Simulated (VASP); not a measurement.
# CdS (P6_3mc) in VASP: single point with r2SCAN

Aim: the single point of CdS with r2SCAN.

Everything below comes from runs of VASP 6.6.1. Logs are shortened: lines on timing, memory, paths and dates and some standing lists are left out, and cuts for length are marked.

**What was measured.**

“Isotope dependence of band-gap energy”, 2008, arxiv:0807.2152 quotes, for a bulk crystal of CdS: band gap 2.5809 ± 0.0002 eV.

How close the calculation comes is told below.

## (1) Starting point

It takes space group P6_3mc (No. 186, hexagonal). Conventional cell: a = 4.169 Å, b = 4.169 Å, c = 6.780 Å, α = 90.00°, β = 90.00°, γ = 120.00°. Cd (site symmetry 3m) is surrounded by 4 S at 2.55 Å. Around S (site symmetry 3m) lie 4 Cd at 2.55 Å.

The cell is a database's computed one.

## (2) Single point, r2SCAN

POSCAR reads:

```
CdS
1.0
    4.1688380995      0.0000000000      0.0000000000
   -2.0844190498      3.6103196984      0.0000000000
    0.0000000000      0.0000000000      6.7796174100
Cd S
2 2
Direct
    0.6666666667      0.3333333333      0.5002243700
    0.3333333333      0.6666666667      0.0002243700
    0.6666666667      0.3333333333      0.8767756300
    0.3333333333      0.6666666667      0.3767756300
```

INCAR.step1 reads:

```
  ALGO = Normal
  EDIFF = 1E-4
  ENCUT = 520
  GGA = PE
  ISMEAR = -1
  LASPH = True
  LCHARG = False
  LREAL = False
  LWAVE = True
  NBANDS = 26
  NELM = 100
  PREC = Accurate
  SIGMA = 0.02
```

INCAR.step2 reads:

```
  ALGO = Normal
  EDIFF = 1E-6
  ENCUT = 520
  ISIF = 2
  ISMEAR = -1
  ISTART = 1
  LASPH = True
  LCHARG = True
  LELF = True
  LMIXTAU = True
  LREAL = False
  LVHAR = True
  LWAVE = False
  METAGGA = R2SCAN
  NBANDS = 26
  NELM = 100
  PREC = Accurate
  SIGMA = 0.02
```

KPOINTS reads:

```
k-points
0
Gamma
  8 8 5
```

Potentials or basis: VASP PAW PBE potentials, release 64 (Cd, S).

On the command line:

```
> cat potpaw_PBE.64/Cd/POTCAR potpaw_PBE.64/S/POTCAR > POTCAR
> cp INCAR.step1 INCAR
> mpirun -np 1 vasp_std > vasp.out
> cp INCAR.step2 INCAR
> mpirun -np 1 vasp_std > vasp.out
```

OUTCAR:

```text
EDIFF = 1E-6
   ENCUT = 520
   ISIF = 2
   ISMEAR = -1
   ISTART = 1
   LASPH = True
   LREAL = False
   METAGGA = R2SCAN
   NELM = 100
   PREC = Accurate

 ion  position               nearest neighbor table
   1  0.667  0.333  0.500-   4 2.55   4 2.55   4 2.55   3 2.55
   2  0.333  0.667  0.000-   3 2.55   3 2.55   3 2.55   4 2.55
   3  0.667  0.333  0.877-   2 2.55   2 2.55   2 2.55   1 2.55
   4  0.333  0.667  0.377-   1 2.55   1 2.55   1 2.55   2 2.55

  LATTYP: Found a hexagonal cell.
 ALAT       =     4.1688380995
 C/A-ratio  =     1.6262606626

  Lattice vectors:

 A1 = (   4.1688380995,   0.0000000000,   0.0000000000)
 A2 = (  -2.0844190498,   3.6103196984,   0.0000000000)
 A3 = (   0.0000000000,   0.0000000000,   6.7796174100)

Analysis of symmetry for initial positions (statically):
=====================================================================
 Subroutine PRICEL returns:
 Original cell was already a primitive cell.

 Routine SETGRP: Setting up the symmetry group for a
 hexagonal supercell.

 Subroutine GETGRP returns: Found 12 space group operations
 (whereof  6 operations were pure point group operations)
 out of a pool of 24 trial point group operations.

The static configuration has the point symmetry C_3v.
 The point group associated with its full space group is C_6v.

Analysis of symmetry for dynamics (positions and initial velocities):
=====================================================================
 Subroutine PRICEL returns:
 Original cell was already a primitive cell.

 Routine SETGRP: Setting up the symmetry group for a
 hexagonal supercell.

 Subroutine GETGRP returns: Found 12 space group operations
 (whereof  6 operations were pure point group operations)
 out of a pool of 24 trial point group operations.

The dynamic configuration has the point symmetry C_3v.
 The point group associated with its full space group is C_6v.

 Subroutine INISYM returns: Found 12 space group operations
 (whereof  6 operations are pure point group operations),
 and found     1 'primitive' translations

----------------------------------------------------------------------------------------

                                     Primitive cell

  volume of cell :     102.0389

  direct lattice vectors                    reciprocal lattice vectors
     4.168838100  0.000000000  0.000000000     0.239874991  0.138491890  0.000000000
    -2.084419050  3.610319698  0.000000000     0.000000000  0.276983781  0.000000000
     0.000000000  0.000000000  6.779617410     0.000000000  0.000000000  0.147500949

  length of vectors
     4.168838100  4.168838099  6.779617410     0.276983781  0.276983781  0.147500949

  position of ions in fractional coordinates (direct lattice)
     0.666666667  0.333333333  0.500224370
     0.333333333  0.666666667  0.000224370
     0.666666667  0.333333333  0.876775630
     0.333333333  0.666666667  0.376775630

  ion indices of the primitive-cell ions
   primitive index   ion index
                 1           1
                 2           2
                 3           3
                 4           4

----------------------------------------------------------------------------------------

 KPOINTS: k-points

Automatic generation of k-mesh.
 Grid dimensions read from file:
 generate k-points for:    8    8    5

 Generating k-lattice:

  Cartesian coordinates                     Fractional coordinates (reciprocal lattice)
     0.029984374  0.017311486  0.000000000     0.125000000  0.000000000  0.000000000
     0.000000000  0.034622973  0.000000000     0.000000000  0.125000000  0.000000000
     0.000000000  0.000000000  0.029500190     0.000000000  0.000000000  0.200000000

  Length of vectors
     0.034622973  0.034622973  0.029500190

  Shift w.r.t. Gamma in fractional coordinates (k-lattice)
     0.000000000  0.000000000  0.000000000

 Subroutine IBZKPT returns following result:
 ===========================================

 Found     30 irreducible k-points:

 Following reciprocal coordinates:
            Coordinates               Weight
  0.000000  0.000000  0.000000      1.000000
  0.125000  0.000000  0.000000      6.000000
  0.250000  0.000000  0.000000      6.000000
  0.375000  0.000000  0.000000      6.000000
  0.500000  0.000000  0.000000      3.000000
  0.125000  0.125000  0.000000      6.000000
[... 16 lines left out ...]
  0.250000  0.000000  0.400000     12.000000
  0.375000  0.000000  0.400000     12.000000
 [... further k-points ...]
   k-points           NKPTS =     30   k-points in BZ     NKDIM =     30   number of bands    NBANDS=     26
   number of dos      NEDOS =    301   number of ions     NIONS =      4
   total plane-waves  NPLWV =  51200
   dimension x,y,z NGX =    32 NGY =   32 NGZ =   50
   dimension x,y,z NGXF=    64 NGYF=   64 NGZF=  100
   ions per type =               2   2
   NGX,Y,Z   is equivalent  to a cutoff of  12.76, 12.76, 12.26 a.u.
   NGXF,Y,Z  is equivalent  to a cutoff of  25.52, 25.52, 24.52 a.u.
 SYSTEM =  unknown system
   PREC   = accura    normal or accurate (medium, high low for compatibility)
   ISTART =      1    job   : 0-new  1-cont  2-samecut
   ICHARG =      0    charge: 1-file 2-atom 10-const
   ISPIN  =      1    spin polarized calculation?
   LNONCOLLINEAR =      F non collinear calculations
   LSORBIT =      F    spin-orbit coupling
   LASPH  =      T    aspherical Exc in radial PAW
   ENCUT  =  520.0 eV  38.22 Ry    6.18 a.u.   7.75  7.75 12.61*2*pi/ulx,y,z
   NELM   =    100;   NELMIN=  2; NELMDL=  0     # of ELM steps
   EDIFF  = 0.1E-05   stopping-criterion for ELM
   LREAL  =      F    real-space projection
   EDIFFG = 0.1E-04   stopping-criterion for IOM
   NSW    =      0    number of steps for IOM
   IBRION =     -1    ionic relax: 0-MD 1-quasi-New 2-CG
   NFREE  =      0    steps in history (QN), initial steepest desc. (CG)
   ISIF   =      2    stress and relaxation
   ISYM   =      2    0-nonsym 1-usesym 2-fastsym
   POTIM  = 0.5000    time-step for ionic-motion
   TEBEG  =    0.0;   TEEND  =   0.0 temperature during run
   PSTRESS=    0.0 pullay stress
   NELECT =      36.0000    total number of electrons
   NUPDOWN=      -1.0000    fix difference up-down
   EMIN   =  10.00;   EMAX   =-10.00  energy-range for DOS
   EFERMI =   0.00;   METHOD = LEGACY
   ISMEAR =    -1;   SIGMA  =   0.02  broadening in eV -4-tet -1-fermi 0-gaus
   EFERMI_NEDOS =   21; number of points for ismear=-14 and -15
   IALGO  =     38    algorithm
   IMIX   =      4    mixing-type and parameters
     AMIX     =   0.40;   BMIX     =  1.00
     AMIX_MAG =   1.60;   BMIX_MAG =  1.00
  volume/ion in A,a.u.               =      25.51       172.15
  Fermi-wavevector in a.u.,A,eV,Ry     =   1.156788  2.186012 18.206746  1.338158
  Thomas-Fermi vector in A             =   2.293405
   LORBIT       =      0    0 simple, 1 ext, 2 COOP (PROOUT), +10 PAW based schemes
   METAGGA = R2SCAN    functional components
   LHFCALC =     F    Hartree Fock is set to
   AEXX    =    0.0000 exact exchange contribution
   IVDW    =     0    specifies the selected vdW correction
   LEPSILON=     F    determine dielectric tensor
   LRPA    =     F    only Hartree local field effects (RPA)
 non-spin polarized calculation
  energy-cutoff  :      520.00
  volume of cell :      102.04
 maximum number of plane-waves:      2774
 NGX is ok and might be reduce to    32
   NGX = 15   NGY = 15   NGZ = 25

 number of electron      35.9999997 magnetization

 Free energy of the ion-electron system (eV)
  ---------------------------------------------------
  ext. energy  EPLUGINS =         0.00000000
  ---------------------------------------------------
  free energy    TOTEN  =       -59.38290503 eV

  energy without entropy =      -59.38290503  energy(sigma->0) =      -59.38290503

 E-fermi :   1.1926     XC(G=0):  -9.5892

 val. band max:        0.8113160563   @ k =   0.0000   0.0000   0.0000
 cond. band min:       2.4258400032   @ k =   0.0000   0.0000   0.0000
 fundamental gap:      1.6145239468
 Fermi energy:         1.1925694865

 k-point     1 :       0.0000    0.0000    0.0000
  band No.  band energies     occupation
      1     -11.8940      2.00000
      2     -11.4843      2.00000
      3      -7.0380      2.00000
      4      -7.0312      2.00000
      5      -7.0312      2.00000
      6      -6.9455      2.00000
[... 18 lines left out ...]
     25       8.9313      0.00000
     26       8.9313      0.00000

 k-point     2 :       0.1250    0.0000    0.0000
  band No.  band energies     occupation
      1     -11.8415      2.00000
      2     -11.4612      2.00000
      3      -7.0208      2.00000
      4      -7.0090      2.00000
      5      -6.9869      2.00000
      6      -6.9188      2.00000
[... 18 lines left out ...]
     25       8.7942      0.00000
     26       9.2711      0.00000

 k-point     3 :       0.2500    0.0000    0.0000
  band No.  band energies     occupation
      1     -11.7096      2.00000
      2     -11.4102      2.00000
      3      -6.9768      2.00000
      4      -6.9621      2.00000
      5      -6.8736      2.00000
      6      -6.8396      2.00000
[... 18 lines left out ...]
     25       9.3316      0.00000
     26       9.7599      0.00000

 k-point     4 :       0.3750    0.0000    0.0000
  band No.  band energies     occupation
      1     -11.5643      2.00000
      2     -11.3716      2.00000
      3      -6.9445      2.00000
      4      -6.9275      2.00000
      5      -6.7815      2.00000
      6      -6.7662      2.00000
[... 18 lines left out ...]
     25       9.6419      0.00000
     26      10.6245      0.00000

 k-point     5 :       0.5000    0.0000    0.0000
  band No.  band energies     occupation
      1     -11.4941      2.00000
      2     -11.3658      2.00000
      3      -6.9353      2.00000
      4      -6.9174      2.00000
      5      -6.7374      2.00000
      6      -6.7223      2.00000
[... 18 lines left out ...]
     25       9.6559      0.00000
     26      11.5282      0.00000

 k-point     6 :       0.1250    0.1250    0.0000
  band No.  band energies     occupation
      1     -11.7492      2.00000
      2     -11.4243      2.00000
      3      -6.9850      2.00000
      4      -6.9781      2.00000
      5      -6.9039      2.00000
      6      -6.8759      2.00000
[... 427 lines left out ...]
 k-point    21 :       0.0000    0.0000    0.4000
  band No.  band energies     occupation
      1     -11.7494      2.00000
      2     -11.6221      2.00000
      3      -7.0070      2.00000
      4      -7.0070      2.00000
      5      -6.9806      2.00000
      6      -6.9806      2.00000
[... 18 lines left out ...]
     25       8.3240      0.00000
     26       8.3240      0.00000

 k-point    22 :       0.1250    0.0000    0.4000
  band No.  band energies     occupation
      1     -11.7062      2.00000
      2     -11.5880      2.00000
      3      -6.9821      2.00000
      4      -6.9810      2.00000
      5      -6.9558      2.00000
      6      -6.9519      2.00000
[... 18 lines left out ...]
     25       8.5385      0.00000
     26       8.6402      0.00000

 k-point    23 :       0.2500    0.0000    0.4000
  band No.  band energies     occupation
      1     -11.6000      2.00000
      2     -11.5070      2.00000
      3      -6.9384      2.00000
      4      -6.9214      2.00000
      5      -6.9031      2.00000
      6      -6.8835      2.00000
[... 18 lines left out ...]
     25       8.8782      0.00000
     26       9.3924      0.00000

 k-point    24 :       0.3750    0.0000    0.4000
  band No.  band energies     occupation
      1     -11.4899      2.00000
      2     -11.4301      2.00000
      3      -6.9212      2.00000
      4      -6.8716      2.00000
      5      -6.8700      2.00000
      6      -6.8194      2.00000
[... 18 lines left out ...]
     25       9.2124      0.00000
     26      10.0719      0.00000

 [... further k-points ...]

------------------------ aborting loop because EDIFF is reached ----------------------------------------

  FORCE on cell =-STRESS in cart. coord.  units (eV):
  Direction    XX          YY          ZZ          XY          YZ          ZX
  --------------------------------------------------------------------------------------
  -------------------------------------------------------------------------------------
  Total        0.0276000      0.0276000      0.0336914     -0.0000000      0.0000000      0.0000000
  in kB        0.4333652      0.4333652      0.5290105     -0.0000000      0.0000000      0.0000000
  external PRESSURE =       0.4652470 kB  Pullay stress =       0.0000000 kB

 VOLUME and BASIS-vectors are now :
 -----------------------------------------------------------------------------
  energy-cutoff  :      520.00
  volume of cell :      102.04
      direct lattice vectors                 reciprocal lattice vectors
     4.168838100  0.000000000  0.000000000     0.239874991  0.138491890  0.000000000
    -2.084419050  3.610319698  0.000000000     0.000000000  0.276983781  0.000000000
     0.000000000  0.000000000  6.779617410     0.000000000  0.000000000  0.147500949

 POSITION                                       TOTAL-FORCE (eV/Angst)
 -----------------------------------------------------------------------------------
      2.08442      1.20344      3.39133         0.000000     -0.000000     -0.005868
     -0.00000      2.40688      0.00152        -0.000000      0.000000     -0.005868
      2.08442      1.20344      5.94420         0.000000     -0.000000      0.005868
     -0.00000      2.40688      2.55439         0.000000     -0.000000      0.005868
 -----------------------------------------------------------------------------------
    total drift:                               -0.000000      0.000000     -0.004967

  FREE ENERGIE OF THE ION-ELECTRON SYSTEM (eV)
  ---------------------------------------------------
  free  energy   TOTEN  =       -59.3829050309 eV

  energy  without entropy=      -59.3829050308  energy(sigma->0) =      -59.38290503
```

Run time: 4.6 min. Hardware: 1 thread of AMD EPYC 7R43 (Zen 3), shared host; peak memory 0.23 GiB.

Results:

* Free energy: -59.3829 eV
* Pressure: 0.0 GPa
* Largest force: 0.006 eV/Å
* Band gap on the k mesh: 1.61 eV, direct

Forces in eV/Å, atoms in the order of the input:
```
Cd   0.000  0.000 -0.006
Cd   0.000  0.000 -0.006
S    0.000  0.000  0.006
S    0.000  0.000  0.006
```

Levels at points of the mesh, in eV from the valence-band top:
| k point | band 16 | band 17 | band 18 | band 19 | band 20 | band 21 |
| --- | --- | --- | --- | --- | --- | --- |
| (0.00, 0.00, 0.00) | -0.04 | 0.00 | 0.00 | 1.61 | 3.22 | 6.99 |
| (0.50, 0.00, 0.00) | -1.84 | -1.26 | -0.73 | 4.14 | 4.25 | 5.42 |

Caveat: the PAW data sets were made with another functional, which shifts forces and pressure a little.

## (3) How close it comes

Step 2. A measured gap of CdS is 2.5809 eV (quoted in “Isotope dependence of band-gap energy”, 2008, arxiv:0807.2152); the calculated 1.61 eV misses it by -0.97 eV. Spin-orbit coupling on Cd is left out. The value is that of r2SCAN, without temperature or zero-point motion. The cell is a database's relaxed one, not the measured one, which moves gaps too.
